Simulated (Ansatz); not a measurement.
Crystal: TiO2, fluorite type, 3 atoms in the cell.

Method: Ansatz, r²SCAN, plane waves, PAW datasets (generated soft set 1).

Cutoff 500 eV; k-mesh 12×12×12 Γ-centred; Fermi–Dirac smearing of 0.1 eV; no spin polarisation.

```
V (Å³/atom)   a (Å)  E − E(min) (meV/atom)  P (GPa)
      8.642  4.6981                  30.36    19.01
      8.923  4.7487                   6.53     8.37
      9.205  4.7981                   0.00    -0.70
      9.487  4.8466                   8.20    -8.42
      9.769  4.8941                  28.99   -15.00
```

Task: Fit a third-order Birch–Murnaghan equation of state to the energies.

Result: V₀ = 9.182 Å³/atom (a₀ = 4.794 Å), B₀ = 276 GPa, B₀′ = 4.19.

The stress includes the program's correction for the finite plane-wave basis.

This cubic structure is a model: it isn't the usual form of the substance at ambient conditions, and such phases are metastable or hypothetical.
